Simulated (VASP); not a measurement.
# Al2O3 (I4_1/amd) in VASP: single point with PBE

Aim: the single point of Al2O3 with PBE.

Program: VASP 6.6.1. These are calculated values, not measurements. Logs are shortened: lines on timing, memory, paths and dates and some standing lists are left out, and cuts for length are marked.

## 1. The structure

Symmetry: I4_1/amd, No. 141, tetragonal system. The conventional cell has a = 5.850 Å, b = 5.850 Å, c = 20.187 Å, α = 90.00°, β = 90.00°, γ = 90.00°. Around Al (site symmetry 2mm) lie 3 O at 1.68 to 1.69 Å. Around O (site symmetry -4m2) lie 2 Al at 1.68 Å. O (site symmetry 2/m) has 2 Al at 1.69 Å as nearest neighbours.

The cell was built by a generator and needn't be a form met in nature.

## 2. Single point, PBE

File INCAR:

```
SYSTEM = Al2O3
PREC = Accurate ; ENCUT = 520
EDIFF = 1E-7 ; ISMEAR = 0
SIGMA = 0.02 ; LREAL = .False.
LASPH = .True. ; NELM = 100
ALGO = Fast ; ISIF = 2
LWAVE = .False. ; LCHARG = .False.
GGA = PE ; NBANDS = 35
```

File KPOINTS:

```
regular mesh
0
Gamma
  6 6 6
  0 0 0
```

File POSCAR:

```
Al2O3
1.0
   -2.9248375773      2.9248375773     10.0933742653
    2.9248375773     -2.9248375773     10.0933742653
    2.9248375773      2.9248375773    -10.0933742653
Al O
4 6
Direct
    0.0834288043      0.0834288043      0.0000000000
    0.8334288043      0.3334288043      0.5000000000
    0.9165711957      0.9165711957      0.0000000000
    0.6665711957      0.1665711957      0.5000000000
    0.0000000000      0.0000000000      0.0000000000
    0.3750000000      0.1250000000      0.2500000000
    0.8750000000      0.1250000000      0.7500000000
    0.8750000000      0.1250000000      0.2500000000
    0.8750000000      0.6250000000      0.7500000000
    0.7500000000      0.2500000000      0.5000000000
```

Potentials or basis: VASP PAW PBE potentials, release 64 (Al, O).

Started as:

```sh
> cat potpaw_PBE.64/Al/POTCAR potpaw_PBE.64/O/POTCAR > POTCAR
> mpirun -np 1 vasp_std > vasp.out
```

OUTCAR:

```text
SYSTEM = Al2O3
   PREC = Accurate
   ENCUT = 520
   EDIFF = 1E-7
   ISMEAR = 0
   LREAL = .False.
   LASPH = .True.
   NELM = 100
   ISIF = 2
   GGA = PE

 ion  position               nearest neighbor table
   1  0.083  0.083  0.000-   5 1.68   7 1.69   6 1.69
   2  0.833  0.333  0.500-  10 1.68   8 1.69   9 1.69
   3  0.917  0.917  0.000-   5 1.68   8 1.69   9 1.69
   4  0.667  0.167  0.500-  10 1.68   7 1.69   6 1.69
   5  0.000  0.000  0.000-   1 1.68   3 1.68
   6  0.375  0.125  0.250-   1 1.69   4 1.69
   7  0.875  0.125  0.750-   1 1.69   4 1.69
   8  0.875  0.125  0.250-   2 1.69   3 1.69
   9  0.875  0.625  0.750-   2 1.69   3 1.69
  10  0.750  0.250  0.500-   2 1.68   4 1.68

  LATTYP: Found a body centered tetragonal cell.
 ALAT       =     5.8496751546
 C/A-ratio  =     3.4509178710

  Lattice vectors:

 A1 = (  -2.9248375773,   2.9248375773,  10.0933742653)
 A2 = (   2.9248375773,  -2.9248375773,  10.0933742653)
 A3 = (   2.9248375773,   2.9248375773, -10.0933742653)

Analysis of symmetry for initial positions (statically):
=====================================================================
 Subroutine PRICEL returns:
 Original cell was already a primitive cell.

 Routine SETGRP: Setting up the symmetry group for a
 body centered tetragonal supercell.

 Subroutine GETGRP returns: Found 16 space group operations
 (whereof  8 operations were pure point group operations)
 out of a pool of 16 trial point group operations.

The static configuration has the point symmetry D_2d.
 The point group associated with its full space group is D_4h.

Analysis of symmetry for dynamics (positions and initial velocities):
=====================================================================
 Subroutine PRICEL returns:
 Original cell was already a primitive cell.

 Routine SETGRP: Setting up the symmetry group for a
 body centered tetragonal supercell.

 Subroutine GETGRP returns: Found 16 space group operations
 (whereof  8 operations were pure point group operations)
 out of a pool of 16 trial point group operations.

The dynamic configuration has the point symmetry D_2d.
 The point group associated with its full space group is D_4h.

 Subroutine INISYM returns: Found 16 space group operations
 (whereof  8 operations are pure point group operations),
 and found     1 'primitive' translations

----------------------------------------------------------------------------------------

                                     Primitive cell

  volume of cell :     345.3821

  direct lattice vectors                    reciprocal lattice vectors
    -2.924837577  2.924837577 10.093374265     0.000000000  0.170949664  0.049537448
     2.924837577 -2.924837577 10.093374265     0.170949664  0.000000000  0.049537448
     2.924837577  2.924837577-10.093374265     0.170949664  0.170949664  0.000000000

  length of vectors
    10.908049953 10.908049953 10.908049953     0.177982432  0.177982432  0.241759333

  position of ions in fractional coordinates (direct lattice)
     0.083428804  0.083428804  0.000000000
     0.833428804  0.333428804  0.500000000
     0.916571196  0.916571196  0.000000000
     0.666571196  0.166571196  0.500000000
     0.000000000  0.000000000  0.000000000
     0.375000000  0.125000000  0.250000000
     0.875000000  0.125000000  0.750000000
     0.875000000  0.125000000  0.250000000
     0.875000000  0.625000000  0.750000000
     0.750000000  0.250000000  0.500000000

  ion indices of the primitive-cell ions
   primitive index   ion index
                 1           1
                 2           2
                 3           3
                 4           4
                 5           5
                 6           6
                 7           7
                 8           8
                 9           9
                10          10

----------------------------------------------------------------------------------------

 KPOINTS: regular mesh

Automatic generation of k-mesh.
 Grid dimensions read from file:
 generate k-points for:    6    6    6

 Generating k-lattice:

  Cartesian coordinates                     Fractional coordinates (reciprocal lattice)
     0.000000000  0.028491611  0.008256241     0.166666667  0.000000000  0.000000000
     0.028491611  0.000000000  0.008256241     0.000000000  0.166666667  0.000000000
     0.028491611  0.028491611  0.000000000     0.000000000  0.000000000  0.166666667

  Length of vectors
     0.029663739  0.029663739  0.040293222

  Shift w.r.t. Gamma in fractional coordinates (k-lattice)
     0.000000000  0.000000000  0.000000000

 Subroutine IBZKPT returns following result:
 ===========================================

 Found     30 irreducible k-points:

 Following reciprocal coordinates:
            Coordinates               Weight
  0.000000  0.000000  0.000000      1.000000
  0.166667  0.000000  0.000000      8.000000
  0.333333 -0.000000  0.000000      8.000000
  0.500000 -0.000000  0.000000      4.000000
  0.166667  0.166667  0.000000      8.000000
  0.333333  0.166667  0.000000     16.000000
[... 16 lines left out ...]
 -0.333333 -0.333333  0.166667      8.000000
 -0.166667 -0.333333  0.166667      8.000000
 [... further k-points ...]
   k-points           NKPTS =     30   k-points in BZ     NKDIM =     30   number of bands    NBANDS=     35
   number of dos      NEDOS =    301   number of ions     NIONS =     10
   total plane-waves  NPLWV = 592704
   dimension x,y,z NGX =    84 NGY =   84 NGZ =   84
   dimension x,y,z NGXF=   168 NGYF=  168 NGZF=  168
   ions per type =               4   6
   NGX,Y,Z   is equivalent  to a cutoff of  12.80, 12.80, 12.80 a.u.
   NGXF,Y,Z  is equivalent  to a cutoff of  25.60, 25.60, 25.60 a.u.
 SYSTEM =  Al2O3
   PREC   = accura    normal or accurate (medium, high low for compatibility)
   ISTART =      0    job   : 0-new  1-cont  2-samecut
   ICHARG =      2    charge: 1-file 2-atom 10-const
   ISPIN  =      1    spin polarized calculation?
   LNONCOLLINEAR =      F non collinear calculations
   LSORBIT =      F    spin-orbit coupling
   LASPH  =      T    aspherical Exc in radial PAW
   ENCUT  =  520.0 eV  38.22 Ry    6.18 a.u.  20.28 20.28 20.28*2*pi/ulx,y,z
   NELM   =    100;   NELMIN=  2; NELMDL= -5     # of ELM steps
   EDIFF  = 0.1E-06   stopping-criterion for ELM
   LREAL  =      F    real-space projection
   EDIFFG = 0.1E-05   stopping-criterion for IOM
   NSW    =      0    number of steps for IOM
   IBRION =     -1    ionic relax: 0-MD 1-quasi-New 2-CG
   NFREE  =      0    steps in history (QN), initial steepest desc. (CG)
   ISIF   =      2    stress and relaxation
   ISYM   =      2    0-nonsym 1-usesym 2-fastsym
   POTIM  = 0.5000    time-step for ionic-motion
   TEBEG  =    0.0;   TEEND  =   0.0 temperature during run
   PSTRESS=    0.0 pullay stress
   NELECT =      48.0000    total number of electrons
   NUPDOWN=      -1.0000    fix difference up-down
   EMIN   =  10.00;   EMAX   =-10.00  energy-range for DOS
   EFERMI =   0.00;   METHOD = LEGACY
   ISMEAR =     0;   SIGMA  =   0.02  broadening in eV -4-tet -1-fermi 0-gaus
   EFERMI_NEDOS =   21; number of points for ismear=-14 and -15
   IALGO  =     68    algorithm
   IMIX   =      4    mixing-type and parameters
     AMIX     =   0.40;   BMIX     =  1.00
     AMIX_MAG =   1.60;   BMIX_MAG =  1.00
  volume/ion in A,a.u.               =      34.54       233.08
  Fermi-wavevector in a.u.,A,eV,Ry     =   0.847986  1.602461  9.783678  0.719080
  Thomas-Fermi vector in A             =   1.963578
   LORBIT       =      0    0 simple, 1 ext, 2 COOP (PROOUT), +10 PAW based schemes
   GGA     = PE    functional components
   LHFCALC =     F    Hartree Fock is set to
   AEXX    =    0.0000 exact exchange contribution
   IVDW    =     0    specifies the selected vdW correction
   LEPSILON=     F    determine dielectric tensor
   LRPA    =     F    only Hartree local field effects (RPA)
 non-spin polarized calculation
 RMM-DIIS sequential band-by-band and
 Gauss-broadening in eV      SIGMA  =   0.02
  energy-cutoff  :      520.00
  volume of cell :      345.38
 maximum number of plane-waves:      9349
 NGX is ok and might be reduce to    84
   NGX = 41   NGY = 41   NGZ = 41

 number of electron      48.0000000 magnetization

 Free energy of the ion-electron system (eV)
  ---------------------------------------------------
  ext. energy  EPLUGINS =         0.00000000
  ---------------------------------------------------
  free energy    TOTEN  =       -69.08781867 eV

  energy without entropy =      -69.08781867  energy(sigma->0) =      -69.08781867

 E-fermi :  -3.0806     XC(G=0):  -4.9549

 val. band max:       -3.2474352132   @ k =   0.0000   0.0000   0.0000
 cond. band min:       0.1643024289   @ k =   0.0000   0.0000   0.0000
 fundamental gap:      3.4117376422
 Fermi energy:        -3.0806447841

 k-point     1 :       0.0000    0.0000    0.0000
  band No.  band energies     occupation
      1     -20.1361      2.00000
      2     -19.9065      2.00000
      3     -19.6429      2.00000
      4     -19.3880      2.00000
      5     -19.3880      2.00000
      6     -19.3700      2.00000
[... 27 lines left out ...]
     34       5.0519      0.00000
     35       5.6162      0.00000

 k-point     2 :       0.1667    0.0000    0.0000
  band No.  band energies     occupation
      1     -20.1193      2.00000
      2     -19.8975      2.00000
      3     -19.6538      2.00000
      4     -19.4061      2.00000
      5     -19.3879      2.00000
      6     -19.3719      2.00000
[... 27 lines left out ...]
     34       5.3678      0.00000
     35       5.8252      0.00000
[... 796 lines left out ...]
     34       4.9951      0.00000
     35       5.7492      0.00000

 k-point    24 :      -0.1667   -0.3333    0.1667
  band No.  band energies     occupation
      1     -20.1001      2.00000
      2     -19.9461      2.00000
      3     -19.6004      2.00000
      4     -19.4230      2.00000
      5     -19.3879      2.00000
      6     -19.3791      2.00000
[... 27 lines left out ...]
     34       5.1752      0.00000
     35       5.8095      0.00000

 [... further k-points ...]

------------------------ aborting loop because EDIFF is reached ----------------------------------------

  FORCE on cell =-STRESS in cart. coord.  units (eV):
  Direction    XX          YY          ZZ          XY          YZ          ZX
  --------------------------------------------------------------------------------------
  -------------------------------------------------------------------------------------
  Total        0.0179448      0.0179448      0.1440266      0.0000000      0.0000000      0.0000000
  in kB        0.0832434      0.0832434      0.6681186      0.0000000      0.0000000      0.0000000
  external PRESSURE =       0.2782018 kB  Pullay stress =       0.0000000 kB

 VOLUME and BASIS-vectors are now :
 -----------------------------------------------------------------------------
  energy-cutoff  :      520.00
  volume of cell :      345.38
      direct lattice vectors                 reciprocal lattice vectors
    -2.924837577  2.924837577 10.093374265     0.000000000  0.170949664  0.049537448
     2.924837577 -2.924837577 10.093374265     0.170949664  0.000000000  0.049537448
     2.924837577  2.924837577-10.093374265     0.170949664  0.170949664  0.000000000

 POSITION                                       TOTAL-FORCE (eV/Angst)
 -----------------------------------------------------------------------------------
      0.00000      0.00000      1.68416        -0.000000     -0.000000      0.000620
      0.00000      2.92484      6.73084        -0.000000     -0.000000      0.000620
      0.00000      0.00000     18.50259         0.000000      0.000000     -0.000620
      0.00000      2.92484      3.36253        -0.000000     -0.000000     -0.000620
      0.00000      0.00000      0.00000         0.000000      0.000000     -0.000000
      0.00000      1.46242      2.52334         0.000000      0.000000     -0.000000
      0.00000      4.38726      2.52334         0.000000      0.000000     -0.000000
     -1.46242      2.92484      7.57003         0.000000      0.000000     -0.000000
      1.46242      2.92484      7.57003         0.000000      0.000000     -0.000000
      0.00000      2.92484      5.04669         0.000000      0.000000     -0.000000
 -----------------------------------------------------------------------------------
    total drift:                               -0.000000     -0.000000      0.000000

  FREE ENERGIE OF THE ION-ELECTRON SYSTEM (eV)
  ---------------------------------------------------
  free  energy   TOTEN  =       -69.0878186700 eV

  energy  without entropy=      -69.0878186700  energy(sigma->0) =      -69.08781867
```

It took 20 min on 1 thread of Intel Xeon Platinum 8488C (Sapphire Rapids), shared host; peak memory 1.2 GiB.

Results:

```yaml
Free_energy: -69.0878 eV
Pressure: 0.0 GPa
Band_gap_on_the_k_mesh: 3.41 eV, direct
```

Levels at points of the mesh, in eV from the valence-band top:
```
           k point  band 22  band 23  band 24  band 25  band 26  band 27
(0.00, 0.00, 0.00)    -0.90     0.00     0.00     3.41     4.61     5.76
(0.50, 0.00, 0.00)    -0.63    -0.52    -0.01     4.57     5.08     5.67
(0.50, 0.50, 0.00)    -0.58    -0.52    -0.52     5.79     5.79     6.08
(0.50, 0.50, 0.50)    -0.91    -0.04    -0.04     3.88     3.88     6.71
```
